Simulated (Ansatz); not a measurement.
# (110) slab of zincblende ZnS, 17.0 Å thick as cut, bare faces

Wanted: surface relaxation, gap and band-edge positions (PBEsol and HSE06).

All numbers are computed with Ansatz 0.2.0 (PAW, plane waves).

### Step 1. The starting cell

20 atoms (10 Zn, 10 S); a = 3.787 Å, b = 5.356 Å, c = 30.044 Å, α = 90.00°, β = 90.00°, γ = 90.00°. All atoms were shaken off their sites by about 0.02 Å along each axis.

The runs, in order: (2) PBEsol relaxation at a 6×4×1 mesh, on 1 × NVIDIA GB300 Max-Q with 8 threads of Arm Neoverse-V2; (3) HSE06 single point at a 4×3×1 mesh, on 1 × NVIDIA GB300 Max-Q with 8 threads of Arm Neoverse-V2.

Structure file:

```xyz
20
Lattice="2.6781 -2.6781 0.0000 0.0000 0.0000 5.3563 -21.2440 -21.2440 0.0000" Properties=species:S:1:pos:R:3 pbc="T T T"
Zn  -12.6327  -17.9864    0.0403
Zn   -7.2633  -12.5821    0.0119
Zn   -1.9494   -7.2689    0.0079
Zn  -12.6395  -12.6411    0.0150
Zn   -7.2558   -7.2617    0.0233
Zn  -12.6457  -15.3226    2.6427
Zn   -7.2690   -9.9433    2.6761
Zn  -15.2876  -18.0474    2.6816
Zn   -9.9638  -12.6277    2.6888
Zn   -4.6300   -7.2725    2.6578
S   -11.3037  -16.6573    1.3542
S    -8.5831   -8.6133    1.3954
S   -16.6343  -16.6587    1.3490
S   -11.2741  -11.3221    1.3334
S    -5.9477   -5.9517    1.3505
S   -11.3093  -14.0258    3.9989
S    -5.9115   -8.5977    4.0208
S   -13.9746  -16.6710    4.0224
S    -8.5989  -11.2498    4.0538
S    -3.2419   -5.9538    3.9936
```

### Step 2. PBEsol relaxation in the fixed cell

in.yaml reads:

```yaml
crystal:
  lattice:
    - [2.678134, -2.678134, 0.000000]
    - [0.000000, 0.000000, 5.356268]
    - [-21.243992, -21.243992, 0.000000]
  atoms:
    - { symbol: Zn, position: [0.999520, 0.007522, 0.720654] }
    - { symbol: Zn, position: [0.992997, 0.002228, 0.467082] }
    - { symbol: Zn, position: [0.993130, 0.001478, 0.216964] }
    - { symbol: Zn, position: [0.000289, 0.002809, 0.595005] }
    - { symbol: Zn, position: [0.001097, 0.004347, 0.341685] }
    - { symbol: Zn, position: [0.499767, 0.493383, 0.658265] }
    - { symbol: Zn, position: [0.499282, 0.499624, 0.405110] }
    - { symbol: Zn, position: [0.515263, 0.500655, 0.784575] }
    - { symbol: Zn, position: [0.497335, 0.501983, 0.531714] }
    - { symbol: Zn, position: [0.493332, 0.496211, 0.280138] }
    - { symbol: S, position: [0.999508, 0.252820, 0.658092] }
    - { symbol: S, position: [0.005640, 0.260508, 0.404736] }
    - { symbol: S, position: [0.004556, 0.251863, 0.783585] }
    - { symbol: S, position: [0.008952, 0.248943, 0.531825] }
    - { symbol: S, position: [0.000753, 0.252131, 0.280064] }
    - { symbol: S, position: [0.507158, 0.746591, 0.596287] }
    - { symbol: S, position: [0.501519, 0.750673, 0.341489] }
    - { symbol: S, position: [0.503407, 0.750970, 0.721277] }
    - { symbol: S, position: [0.494923, 0.756838, 0.467160] }
    - { symbol: S, position: [0.506315, 0.745592, 0.216430] }
kpoints:
  mp_grid: { grid: [6, 4, 1] }
hamiltonian:
  xc: pbesol
scf:
  occupations: { method: fermi_dirac, width: 0.01 }
relax:
  f_tol: 0.03
  max_steps: 80
  escape_saddle: false
  adjacent_minimum: "off"
output:
  forces: true
  eigenvalues: true
  populations: true
```

Command:

```sh
> ansatz run in.yaml --threads 8 --pin off --max-ram 118750MiB --runs-dir r --events-out ev --progress --plain --backend cuda --devices 0,
```

After this run come: HSE06 on the final geometry.

Q: Predict the outcome of this session. Wanted: for each run, top filled to lowest empty; top filled below vacuum.

The runs gave:

```
             level         time  k points  top filled to lowest empty (eV)  top filled below vacuum (eV)
PBEsol, relaxation  8.2 s (GPU)     6×4×1                             2.25                          6.03
             HSE06   23 s (GPU)     4×3×1                             3.57                          6.76
```

```
     quantity                             value
   relaxation  5 recorded steps, 1.12 eV gained
largest shift                      0.59 Å (Zn8)
   mean bonds                      S–Zn 2.311 Å
```

**In words.** Relaxation gains 1.12 eV, with shifts up to 0.59 Å (Zn8). The relaxation ran on other k points, so part of any difference from the later rows can come from the mesh.
